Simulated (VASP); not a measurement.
# La (P6_3/mmc) in VASP: notebook

The runs below take La through relaxation of cell and atoms, with LDA.

Everything below comes from runs of VASP 6.6.1. Logs are shortened: lines on timing, memory, paths and dates and some standing lists are left out, and cuts for length are marked.

### Step 1. Starting point

Symmetry: P6_3/mmc, No. 194, hexagonal system. Conventional cell: a = 3.750 Å, b = 3.750 Å, c = 6.070 Å, α = 90.00°, β = 90.00°, γ = 120.00°. La (site symmetry -6m2) is surrounded by 12 La at 3.73 to 3.75 Å.

This isn't the form of La at room conditions, which is double hcp.

### Step 2. Relaxation of cell and atoms, LDA

INCAR

```
PREC = Accurate
ENCUT = 600
EDIFF = 1E-6
ISMEAR = 1
SIGMA = 0.1
LREAL = False
LASPH = True
NELM = 80
ALGO = Normal
ISIF = 3
LWAVE = False
LCHARG = False
IBRION = 2
NSW = 90
EDIFFG = -0.01
```

KPOINTS

```
Automatic mesh
0
Gamma
  12 12 6
```

POSCAR

```
La
1.0
    3.7500000000      0.0000000000      0.0000000000
   -1.8750000000      3.2475952600      0.0000000000
    0.0000000000      0.0000000000      6.0700000000
La
2
Direct
    0.3333333300      0.6666666700      0.2500000000
    0.6666666700      0.3333333300      0.7500000000
```

Potentials or basis: VASP PAW LDA potentials, release 64 (La).

On the command line:

```bash
> cat potpaw_LDA.64/La/POTCAR > POTCAR
> mpirun -np 1 vasp_std > vasp.out
```

OUTCAR:

```text
PREC = Accurate
   ENCUT = 600
   EDIFF = 1E-6
   ISMEAR = 1
   LREAL = False
   LASPH = True
   NELM = 80
   ISIF = 3
   IBRION = 2
   NSW = 90
   EDIFFG = -0.01

 ion  position               nearest neighbor table
   1  0.333  0.667  0.250-
   2  0.667  0.333  0.750-

  LATTYP: Found a hexagonal cell.
 ALAT       =     3.7500000000
 C/A-ratio  =     1.6186666667

  Lattice vectors:

 A1 = (   3.7500000000,   0.0000000000,   0.0000000000)
 A2 = (  -1.8750000000,   3.2475952600,   0.0000000000)
 A3 = (   0.0000000000,   0.0000000000,   6.0700000000)

Analysis of symmetry for initial positions (statically):
=====================================================================
 Subroutine PRICEL returns:
 Original cell was already a primitive cell.

 Routine SETGRP: Setting up the symmetry group for a
 hexagonal supercell.

 Subroutine GETGRP returns: Found 24 space group operations
 (whereof 12 operations were pure point group operations)
 out of a pool of 24 trial point group operations.

The static configuration has the point symmetry D_3d.
 The point group associated with its full space group is D_6h.

Analysis of symmetry for dynamics (positions and initial velocities):
=====================================================================
 Subroutine PRICEL returns:
 Original cell was already a primitive cell.

 Routine SETGRP: Setting up the symmetry group for a
 hexagonal supercell.

 Subroutine GETGRP returns: Found 24 space group operations
 (whereof 12 operations were pure point group operations)
 out of a pool of 24 trial point group operations.

The dynamic configuration has the point symmetry D_3d.
 The point group associated with its full space group is D_6h.

 Subroutine INISYM returns: Found 24 space group operations
 (whereof 12 operations are pure point group operations),
 and found     1 'primitive' translations

----------------------------------------------------------------------------------------

                                     Primitive cell

  volume of cell :      73.9234

  direct lattice vectors                    reciprocal lattice vectors
     3.750000000  0.000000000  0.000000000     0.266666667  0.153960072  0.000000000
    -1.875000000  3.247595260  0.000000000     0.000000000  0.307920144  0.000000000
     0.000000000  0.000000000  6.070000000     0.000000000  0.000000000  0.164744646

  length of vectors
     3.750000000  3.749999996  6.070000000     0.307920144  0.307920144  0.164744646

  position of ions in fractional coordinates (direct lattice)
     0.333333330  0.666666670  0.250000000
     0.666666670  0.333333330  0.750000000

  ion indices of the primitive-cell ions
   primitive index   ion index
                 1           1
                 2           2

----------------------------------------------------------------------------------------

 KPOINTS: Automatic mesh

Automatic generation of k-mesh.
 Grid dimensions read from file:
 generate k-points for:   12   12    6

 Generating k-lattice:

  Cartesian coordinates                     Fractional coordinates (reciprocal lattice)
     0.022222222  0.012830006  0.000000000     0.083333333  0.000000000  0.000000000
     0.000000000  0.025660012  0.000000000     0.000000000  0.083333333  0.000000000
     0.000000000  0.000000000  0.027457441     0.000000000  0.000000000  0.166666667

  Length of vectors
     0.025660012  0.025660012  0.027457441

  Shift w.r.t. Gamma in fractional coordinates (k-lattice)
     0.000000000  0.000000000  0.000000000

 Subroutine IBZKPT returns following result:
 ===========================================

 Found     76 irreducible k-points:

 Following reciprocal coordinates:
            Coordinates               Weight
  0.000000  0.000000  0.000000      1.000000
  0.083333  0.000000  0.000000      6.000000
  0.166667  0.000000  0.000000      6.000000
  0.250000  0.000000  0.000000      6.000000
  0.333333 -0.000000  0.000000      6.000000
  0.416667  0.000000  0.000000      6.000000
[... 16 lines left out ...]
  0.250000  0.000000  0.166667     12.000000
  0.333333 -0.000000  0.166667     12.000000
 [... further k-points ...]
   k-points           NKPTS =     76   k-points in BZ     NKDIM =     76   number of bands    NBANDS=     15
   number of dos      NEDOS =    301   number of ions     NIONS =      2
   total plane-waves  NPLWV =  43200
   dimension x,y,z NGX =    30 NGY =   30 NGZ =   48
   dimension x,y,z NGXF=    60 NGYF=   60 NGZF=   96
   ions per type =               2
   NGX,Y,Z   is equivalent  to a cutoff of  13.30, 13.30, 13.15 a.u.
   NGXF,Y,Z  is equivalent  to a cutoff of  26.60, 26.60, 26.29 a.u.
 SYSTEM =  unknown system
   PREC   = accura    normal or accurate (medium, high low for compatibility)
   ISTART =      0    job   : 0-new  1-cont  2-samecut
   ICHARG =      2    charge: 1-file 2-atom 10-const
   ISPIN  =      1    spin polarized calculation?
   LNONCOLLINEAR =      F non collinear calculations
   LSORBIT =      F    spin-orbit coupling
   LASPH  =      T    aspherical Exc in radial PAW
   ENCUT  =  600.0 eV  44.10 Ry    6.64 a.u.   7.49  7.49 12.12*2*pi/ulx,y,z
   NELM   =     80;   NELMIN=  2; NELMDL= -5     # of ELM steps
   EDIFF  = 0.1E-05   stopping-criterion for ELM
   LREAL  =      F    real-space projection
   EDIFFG = -.1E-01   stopping-criterion for IOM
   NSW    =     90    number of steps for IOM
   IBRION =      2    ionic relax: 0-MD 1-quasi-New 2-CG
   NFREE  =      1    steps in history (QN), initial steepest desc. (CG)
   ISIF   =      3    stress and relaxation
   ISYM   =      2    0-nonsym 1-usesym 2-fastsym
   POTIM  = 0.5000    time-step for ionic-motion
   TEBEG  =    0.0;   TEEND  =   0.0 temperature during run
   PSTRESS=    0.0 pullay stress
   NELECT =      22.0000    total number of electrons
   NUPDOWN=      -1.0000    fix difference up-down
   EMIN   =  10.00;   EMAX   =-10.00  energy-range for DOS
   EFERMI =   0.00;   METHOD = LEGACY
   ISMEAR =     1;   SIGMA  =   0.10  broadening in eV -4-tet -1-fermi 0-gaus
   EFERMI_NEDOS =   21; number of points for ismear=-14 and -15
   IALGO  =     38    algorithm
   IMIX   =      4    mixing-type and parameters
     AMIX     =   0.40;   BMIX     =  1.00
     AMIX_MAG =   1.60;   BMIX_MAG =  1.00
  volume/ion in A,a.u.               =      36.96       249.43
  Fermi-wavevector in a.u.,A,eV,Ry     =   1.093004  2.065478 16.254307  1.194658
  Thomas-Fermi vector in A             =   2.229281
   LORBIT       =      0    0 simple, 1 ext, 2 COOP (PROOUT), +10 PAW based schemes
   GGA     = CA    functional components
   LHFCALC =     F    Hartree Fock is set to
   AEXX    =    0.0000 exact exchange contribution
   IVDW    =     0    specifies the selected vdW correction
   LEPSILON=     F    determine dielectric tensor
   LRPA    =     F    only Hartree local field effects (RPA)
 conjugate gradient relaxation of ions
 non-spin polarized calculation
 Methfessel and Paxton  Order N= 1 SIGMA  =   0.10
  energy-cutoff  :      600.00
  volume of cell :       73.92
 maximum number of plane-waves:      2503
 NGX is ok and might be reduce to    30
   NGX = 15   NGY = 15   NGZ = 25

--------------------------------------- Ionic step        1  -------------------------------------------

 number of electron      21.9999997 magnetization

 Free energy of the ion-electron system (eV)
  ---------------------------------------------------
  ext. energy  EPLUGINS =         0.00000000
  ---------------------------------------------------
  free energy    TOTEN  =       -10.99453892 eV

  energy without entropy =      -10.99453895  energy(sigma->0) =      -10.99453893

 E-fermi :   7.6827     XC(G=0):  -9.7838

 val. band max:        7.6601142123   @ k =   0.3333   0.2500   0.5000
 cond. band min:       7.6889011423   @ k =   0.1667   0.0000   0.5000
 fundamental gap:      0.0287869300
 Fermi energy:         7.6826697543

 k-point     1 :       0.0000    0.0000    0.0000
  band No.  band energies     occupation
      1     -25.0469      2.00000
      2     -24.8376      2.00000
      3      -9.4493      2.00000
      4      -8.2198      2.00000
      5      -8.2198      2.00000
      6      -8.0290      2.00000
      7      -8.0290      2.00000
      8      -7.9986      2.00000
      9       4.5030      2.00000
     10       5.9285      2.00000
     11       8.6910     -0.00000
     12       8.9871     -0.00000
     13       8.9876     -0.00000
     14       9.0648     -0.00000
     15       9.1428     -0.00000
[... 515 lines left out ...]
  FREE ENERGIE OF THE ION-ELECTRON SYSTEM (eV)
  ---------------------------------------------------
  free  energy   TOTEN  =       -11.0865864082 eV

  energy  without entropy=      -11.0849667781  energy(sigma->0) =      -11.08604653

[... ionic steps 4 to 11 ...]

--------------------------------------- Ionic step       12  -------------------------------------------

 number of electron      21.9999999 magnetization

------------------------ aborting loop because EDIFF is reached ----------------------------------------

  FORCE on cell =-STRESS in cart. coord.  units (eV):
  Direction    XX          YY          ZZ          XY          YZ          ZX
  --------------------------------------------------------------------------------------
  -------------------------------------------------------------------------------------
  Total       -0.0435222     -0.0435222     -0.0478642      0.0000000      0.0000000      0.0000000
  in kB       -1.0736583     -1.0736583     -1.1807735      0.0000000      0.0000000      0.0000000
  external PRESSURE =      -1.1093634 kB  Pullay stress =       0.0000000 kB
[... 57 lines left out ...]
  energy  without entropy=      -11.0868599299  energy(sigma->0) =      -11.08720510

--------------------------------------- Ionic step       14  -------------------------------------------

 number of electron      21.9999999 magnetization

 Free energy of the ion-electron system (eV)
  ---------------------------------------------------
  ext. energy  EPLUGINS =         0.00000000
  ---------------------------------------------------
  free energy    TOTEN  =       -11.08741350 eV

  energy without entropy =      -11.08684582  energy(sigma->0) =      -11.08722427

 E-fermi :   9.0124     XC(G=0): -10.3285

 val. band max:        9.0013335269   @ k =   0.2500   0.2500   0.0000
 cond. band min:       9.0133515313   @ k =   0.1667   0.0833   0.1667
 fundamental gap:      0.0120180044
 Fermi energy:         9.0123948651

 k-point     1 :       0.0000    0.0000    0.0000
  band No.  band energies     occupation
      1     -23.5810      2.00000
      2     -23.2463      2.00000
      3      -8.2734      2.00000
      4      -6.4851      2.00000
      5      -6.4851      2.00000
      6      -6.2259      2.00000
      7      -6.2259      2.00000
      8      -6.2212      2.00000
      9       5.9954      2.00000
     10       7.1313      2.00000
     11      10.0348     -0.00000
     12      10.4265     -0.00000
     13      10.4265     -0.00000
     14      10.5531     -0.00000
     15      10.6527     -0.00000
[... 443 lines left out ...]
  FREE ENERGIE OF THE ION-ELECTRON SYSTEM (eV)
  ---------------------------------------------------
  free  energy   TOTEN  =       -11.0874134951 eV

  energy  without entropy=      -11.0868458173  energy(sigma->0) =      -11.08722427

 reached required accuracy - stopping structural energy minimisation
```

Run time: 9.6 min. Hardware: 1 thread of Intel Xeon Platinum 8488C (Sapphire Rapids), shared host; peak memory 0.25 GiB.

What came out:

```
Free energy                            : -11.0874 eV
Relaxed volume                         : 32.41 Å³/atom
Relaxed cell                           : a = 3.578 Å, b = 3.578 Å, c = 5.849 Å, α = 90.00°, β = 90.00°, γ = 120.00°
Space group after relaxing (to 0.05 Å) : P6_3/mmc (No. 194)
Energy gained by relaxing              : 46.4 meV/atom
Ionic steps                            : 14
Pressure after relaxing                : 0.0 GPa
Band gap on the k mesh                 : none (metal or under the smearing width)
```

The path:
```csv
step,energy change (eV),largest force (eV/Å),pressure (GPa),volume (Å³)
1,0.0000,0.0000,-3.10,73.92
2,-0.0886,0.0000,-0.67,66.54
3,-0.0920,0.0000,-0.03,64.89
4,-0.0920,0.0000,0.08,64.72
5,-0.0924,0.0000,-0.03,64.89
6,-0.0926,0.0000,-0.16,65.26
7,-0.0927,0.0000,-0.10,65.11
8,-0.0927,0.0000,-0.14,65.16
9,-0.0927,0.0000,-0.14,65.14
10,-0.0928,0.0000,-0.07,64.90
11,-0.0928,0.0000,-0.06,64.93
12,-0.0928,0.0000,-0.11,64.95
13,-0.0928,0.0000,-0.05,64.93
14,-0.0929,0.0000,0.00,64.83
```

Final structure:
```cif
data_structure
_symmetry_space_group_name_H-M 'P 1'
_symmetry_Int_Tables_number 1
_cell_length_a 3.5776
_cell_length_b 3.5776
_cell_length_c 5.8487
_cell_angle_alpha 90.000
_cell_angle_beta 90.000
_cell_angle_gamma 120.000
_cell_volume 64.83
loop_
_atom_site_label
_atom_site_type_symbol
_atom_site_fract_x
_atom_site_fract_y
_atom_site_fract_z
_atom_site_occupancy
La1 La 0.33333 0.66667 0.25000 1
La2 La 0.66667 0.33333 0.75000 1
```

Caveat: the volume moved by -12 % from the deposited cell, more than functionals usually miss.

### Step 3. Relaxation of cell and atoms, LDA

This run uses another cell than the first one, of 32.41 Å³/atom, 0.877 times its volume.

INCAR: that of step 2 with these lines changed.

```diff
@@ -2,3 +2,3 @@
 ENCUT = 600
-EDIFF = 1E-6
+EDIFF = 1E-7
 ISMEAR = 1
@@ -14,2 +14,2 @@
 NSW = 90
-EDIFFG = -0.01
+EDIFFG = -0.005
```

KPOINTS is that of step 2.

POSCAR

```
La                                      
1.0
    3.5775765138     -0.0000000000     -0.0000000000
   -1.7887882569      3.0982721413      0.0000000000
   -0.0000000000     -0.0000000000      5.8486512857
  La            
     2
Direct
     0.3333333300000021    0.6666666699999979    0.2500000000000000
     0.6666666699999979    0.3333333300000021    0.7500000000000000
```

Potentials or basis: VASP PAW LDA potentials, release 64 (La).

On the command line:

```bash
> cat potpaw_LDA.64/La/POTCAR > POTCAR
> mpirun -np 1 vasp_std > vasp.out
```

Wall time 89 s (1 thread of Intel Xeon Platinum 8488C (Sapphire Rapids), shared host); peak memory 0.23 GiB.

It converged, with:

| Property | Result |
| --- | --- |
| Free energy | -11.0870 eV |
| Pressure after relaxing | 0.0 GPa |
| Band gap on the k mesh | none (metal or under the smearing width) |

Final structure:
```
La
1.0
     3.57758    0.00000    0.00000
    -1.78879    3.09827    0.00000
     0.00000    0.00000    5.84865
La
2
Direct
  0.33333 0.66667 0.25000
  0.66667 0.33333 0.75000
```

Levels at points of the mesh, in eV from the Fermi level:
| k point | band 7 | band 8 | band 9 | band 10 | band 11 | band 12 | band 13 | band 14 | band 15 |
| --- | --- | --- | --- | --- | --- | --- | --- | --- | --- |
| (0.00, 0.00, 0.00) | -15.24 | -15.23 | -3.02 | -1.88 | 1.02 | 1.41 | 1.41 | 1.54 | 1.64 |
| (0.50, 0.00, 0.00) | -15.74 | -15.50 | -1.92 | -1.36 | -1.17 | 1.35 | 1.48 | 1.49 | 1.52 |
| (0.00, 0.00, 0.50) | -15.37 | -15.37 | -1.67 | -1.67 | 0.71 | 0.71 | 1.49 | 1.54 | 1.57 |
| (0.50, 0.00, 0.50) | -15.74 | -15.74 | -1.87 | -1.87 | -0.60 | -0.60 | 1.69 | 1.69 | 1.90 |

Caveat: the relaxation stopped at its first step, so nothing moved. The run has no spin-orbit coupling, so splittings on La are missing.
